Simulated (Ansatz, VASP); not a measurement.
## Ca in VASP and in Ansatz

Contents of POSCAR:

```
Ca
1.0
   -2.2400000000      2.2400000000      2.2400000000
    2.2400000000     -2.2400000000      2.2400000000
    2.2400000000      2.2400000000     -2.2400000000
Ca
1
Direct
    0.0000000000      0.0000000000      0.0000000000
```

Contents of INCAR.step1:

```
SYSTEM = Ca
  PREC = Accurate
  ENCUT = 520
  ISMEAR = 1
  SIGMA = 0.15
  LREAL = .False.
  LASPH = .True.
  NELM = 100
  NBANDS = 11
  GGA = PE
  ALGO = Normal
  EDIFF = 1E-4
  LWAVE = .True.
  LCHARG = .False.
```

INCAR.step2

```
SYSTEM = Ca
  PREC = Accurate
  ENCUT = 520
  EDIFF = 1E-6
  ISMEAR = 1
  SIGMA = 0.15
  LREAL = .False.
  LASPH = .True.
  NELM = 100
  ALGO = Normal
  ISIF = 2
  LWAVE = .False.
  LCHARG = .False.
  METAGGA = R2SCAN
  LMIXTAU = .True.
  NBANDS = 11
  ISTART = 1
```

File KPOINTS:

```
regular mesh
0
Gamma
  7 7 7
  0 0 0
```

Input for Ansatz:

```yaml
crystal:
  lattice:
    - [-2.24, 2.24, 2.24]
    - [2.24, -2.24, 2.24]
    - [2.24, 2.24, -2.24]
  atoms:
    - { symbol: Ca, position: [0.0, 0.0, 0.0] }
basis:
  ecutwfc: 571.4391111657479
kpoints:
  mp_grid:
    grid: [7, 7, 7]
hamiltonian:
  xc: r2scan
scf:
  occupations:
    method: cold
    width: 0.15
output:
  stress: true
```

This isn't the form of Ca at room conditions, which is fcc.

Alike in both runs: task single point; functional r2SCAN; k mesh 7 × 7 × 7; no spin polarisation.

```csv
,VASP,Ansatz
version,VASP 6.6.1,Ansatz 0.2.0
potentials or method,"VASP PAW PBE potentials, release 64 (Ca_sv)","plane waves, PAW"
plane-wave cutoff (eV),520,571
occupations,"methfessel-paxton of order 1, width 0.15 eV","cold, width 0.15 eV"
valence electrons in the cell,10,10
```

|  | VASP | Ansatz | Ansatz less VASP |
| --- | --- | --- | --- |
| pressure (GPa) | -0.5 | -0.5 | -0.05 |

Caveats: the PAW data sets were made with another functional, which shifts forces and pressure a little (VASP).
